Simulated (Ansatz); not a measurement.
Molecular dynamics of WC

The input (input.yaml):

```yaml
crystal:
  lattice:
    - [-2.9803, -5.16203, 0.0]
    - [4.470449, -2.581015, 0.0]
    - [0.0, 0.0, 5.854238]
  atoms:
    - { symbol: W, position: [0.6998577, 0.46018383, 0.03256492] }
    - { symbol: C, position: [0.4660147, 0.62607105, 0.27662182] }
    - { symbol: W, position: [0.72625642, 0.42581447, 0.51439686] }
    - { symbol: C, position: [0.4717547, 0.61690027, 0.75493916] }
    - { symbol: W, position: [0.43975575, -0.0093821, 0.06309255] }
    - { symbol: C, position: [0.19731831, 0.13962598, 0.24028047] }
    - { symbol: W, position: [0.48949315, -0.06849496, 0.50567911] }
    - { symbol: C, position: [0.26066204, 0.11186199, 0.74670903] }
    - { symbol: W, position: [0.21573877, 0.45683119, 0.044797] }
    - { symbol: C, position: [-0.09057716, 0.58445507, 0.27121574] }
    - { symbol: W, position: [0.24041719, 0.41699397, 0.50938202] }
    - { symbol: C, position: [-0.01980472, 0.58384289, 0.77060981] }
    - { symbol: W, position: [-0.0219834, -0.04467052, 0.01139903] }
    - { symbol: C, position: [0.74732324, 0.09318097, 0.2469513] }
    - { symbol: W, position: [-0.02680307, -0.11633618, 0.50828017] }
    - { symbol: C, position: [0.69469346, 0.12199022, 0.74342991] }
basis:
  ecutwfc: 420.0
kpoints:
  mp_grid: { grid: [2, 2, 2] }
hamiltonian:
  xc: pbe
  dispersion: d3bj
  pseudopotentials: { kind: paw, azcp: { folder: soft_1 } }
scf:
  occupations: { method: fermi_dirac, width: 0.36 }
  lower_state_search: "off"
md:
  timestep: 0.75
  n_steps: 270
  ensemble: nvt_langevin
  temperature: 2520.0
  initial_velocities: maxwell_boltzmann
  seed: 140505
  friction: 0.005
```

Run as:

```bash
$ ansatz run input.yaml --threads 1 --pin off --max-ram 3072MiB --backend cpu --events-out ev --progress --plain --runs-dir out
```

It goes on from the last frame of an earlier run, with new velocities.

Output, in part (step lines):

```
md step     0: t =     0.00 fs  T =  2362.5 K  F+E_penalty+E_count = -85096.64504208 eV  E_kin = 4.886028 eV  (9 SCF iters)
[... lines left out ...]
```

The steps, from the saved trajectory:

```tsv
time (fs)	T (K)	potential energy less start (eV)
0.0	2362	0.000
6.8	2248	0.290
13.5	2122	0.174
20.2	2187	0.071
27.0	2519	-0.156
33.8	2743	-0.372
40.5	3343	-1.510
47.2	3191	-1.543
54.0	2669	-1.126
60.8	2985	-1.739
67.5	2624	-1.808
74.2	2138	-1.445
81.0	2575	-1.890
87.8	2417	-1.731
94.5	2251	-1.530
101.2	1924	-1.349
108.0	1842	-1.099
114.8	1572	-0.774
121.5	1486	-0.924
128.2	1820	-1.841
135.0	2340	-2.585
141.8	2229	-2.809
148.5	2530	-2.908
155.2	2665	-3.047
162.0	2438	-2.713
168.8	2484	-2.074
175.5	2294	-1.988
182.2	2227	-2.089
189.0	2355	-2.357
195.8	2001	-1.689
202.5	1725	-1.147
```

The run went to its last step. The mean temperature of the second half is 15 % below the set value. A run of 0.2 ps of so small a system gives no equilibrium averages. Limits of this set-up: coarse k mesh.

Mean squared displacements from the first frame to the last, about the centre of mass: W 0.05 Å², C 0.11 Å².

Last frame:

```xyz
16
Lattice="-2.9803 -5.1620 0.0000 4.4704 -2.5810 0.0000 0.0000 0.0000 5.8542" Properties=species:S:1:pos:R:3
W -0.340 -4.888 0.109
C 1.131 -4.059 1.656
W -0.301 -4.921 3.109
C 1.486 -4.067 4.354
W -1.466 -2.198 0.040
C -0.272 -1.372 1.560
W -1.612 -2.538 2.752
C -0.279 -1.466 4.150
W 1.169 -2.349 0.003
C 2.607 -1.480 1.538
W 1.148 -2.461 2.988
C 2.927 -1.401 4.752
W -0.103 0.208 0.008
C -1.711 -4.356 1.579
W -0.360 0.225 3.079
C -1.798 -4.210 4.317
```

Time of the run: 26 min on 1 thread of Arm Neoverse V1 (shared host), peak memory 0.53 GiB.
